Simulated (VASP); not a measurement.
A run of VASP 6.6.1 is set up as follows.

File INCAR:

```
PREC     = Accurate       # precision mode
ENCUT    = 520            # plane-wave cutoff, eV
EDIFF    = 1E-7           # SCF threshold, eV
ISMEAR   = -1             # smearing method
SIGMA    = 0.05           # smearing width, eV
LREAL    = False          # projectors in reciprocal space
LASPH    = True           # aspherical terms in the spheres
NELM     = 60             # most SCF steps
ALGO     = Normal         # electronic algorithm
ISIF     = 2              # what is computed and relaxed
LWAVE    = False          # write WAVECAR
LCHARG   = True           # write CHGCAR
GGA      = PE             # functional
LELF     = True           # ELF
LVHAR    = True         
NBANDS   = 20             # bands
```

Contents of KPOINTS:

```
regular mesh
0
Gamma
  8 8 6
```

Contents of POSCAR:

```
Ta2H3
1.0
    3.6818478800      0.0000000000      0.0000000000
   -1.8409239400      3.1885738000      0.0000000000
    0.0000000000      0.0000000000      4.4904225400
Ta H
2 3
Direct
    0.6666666700      0.3333333300      0.8371703600
    0.3333333300      0.6666666700      0.1628296400
    0.0000000000      0.0000000000      0.0000000000
    0.6666666700      0.3333333300      0.3496741700
    0.3333333300      0.6666666700      0.6503258300
```

Potentials or basis: VASP PAW PBE potentials, release 64 (Ta_pv, H).

Command:

```bash
$ cat potpaw_PBE.64/Ta_pv/POTCAR potpaw_PBE.64/H/POTCAR > POTCAR
$ mpirun -np 1 vasp_std > vasp.out
```

**Question.** Estimate the largest force.

**Answer.** 5.061 eV/Å.

**Question.** Estimate the pressure.

**Answer.** 1.9 GPa.

Stress tensor (GPa, compression positive):
```
-1.38  0.00  0.00
 0.00 -1.38  0.00
 0.00  0.00  8.48
```

Caveat: forces of over 1 eV/Å show positions far from the minimum, so gaps and moduli don't describe the material at rest. Spin-orbit coupling is left out, which matters for the levels of Ta.
